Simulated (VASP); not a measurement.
# VASP 6.6.1 run: SrO

INCAR

```
NSW = 0
ENCUT = 520
LWAVE = .FALSE.
GGA = AM
NELM = 91
ISMEAR = -1
LREAL = .FALSE.
LASPH = .TRUE.
SIGMA = 0.02
IBRION = -1
LCHARG = .FALSE.
NBANDS = 15
PREC = Accurate
ISIF = 2
EDIFF = 1E-7
```

KPOINTS

```
KPOINTS created by Atomic Simulation Environment
0
Gamma
8 8 8
0 0 0
```

POSCAR

```
Sr O
 1.0000000000000000
     0.0000000000000000    2.6314901723999999    2.5540934026000000
     2.6314901723999999    0.0000000000000000    2.5540934026000000
     2.6314901723999999    2.6314901723999999    0.0000000000000000
 Sr  O
   1   1
Cartesian
  0.0000000000000000  0.0000000000000000  0.0000000000000000
  2.6314901723999999  2.6314901723999999  2.5540934026000000
```

The recommended PBE PAW datasets give the neutral cell 16 valence electrons.

Command

```
mpirun -np 1 vasp_std
```

Q: How does this run end, and what does it give?

A: It converged. Results: gap between bands v and c on the k mesh 3.11 eV; least direct gap on the k mesh 3.32 eV; pressure -2.7 GPa. Band v is the last that the valence electrons fill when counted band by band, and c is the next.

OSZICAR

```
N       E                     dE             d eps       ncg     rms          rms(c)
DAV:   1     0.661607396934E+02    0.66161E+02   -0.83928E+03  1770   0.104E+03
DAV:   2    -0.109797425685E+02   -0.77140E+02   -0.70442E+02  2466   0.215E+02
DAV:   3    -0.140417214369E+02   -0.30620E+01   -0.30464E+01  2309   0.391E+01
DAV:   4    -0.141050439872E+02   -0.63323E-01   -0.63316E-01  2203   0.538E+00
DAV:   5    -0.141067467859E+02   -0.17028E-02   -0.17028E-02  2275   0.680E-01    0.161E+01
DAV:   6    -0.123386878328E+02    0.17681E+01   -0.58453E+00  1840   0.180E+01    0.186E+01
DAV:   7    -0.121899144650E+02    0.14877E+00   -0.31422E-01  2071   0.486E+00    0.108E+01
DAV:   8    -0.121795160613E+02    0.10398E-01   -0.12821E-01  2204   0.357E+00    0.361E-01
DAV:   9    -0.121808283773E+02   -0.13123E-02   -0.65264E-03  2237   0.511E-01    0.239E-01
DAV:  10    -0.121814339908E+02   -0.60561E-03   -0.55649E-04  1889   0.210E-01    0.945E-02
DAV:  11    -0.121816665145E+02   -0.23252E-03   -0.23336E-04  1875   0.107E-01    0.292E-02
DAV:  12    -0.121816965652E+02   -0.30051E-04   -0.58015E-05  1840   0.528E-02    0.258E-02
DAV:  13    -0.121816966828E+02   -0.11758E-06   -0.25296E-06  1973   0.131E-02    0.423E-03
DAV:  14    -0.121816963503E+02    0.33250E-06   -0.24360E-07  2288   0.348E-03    0.275E-03
DAV:  15    -0.121816963872E+02   -0.36924E-07   -0.16328E-08  1347   0.111E-03
   1 F= -.12181696E+02 E0= -.12181696E+02  d E =-.165229E-13
```

For comparison, a separate PBE run of the intended cell, on usual settings and not on those above, gives a gap of 3.15 eV on its mesh and a pressure of -0.1 GPa.
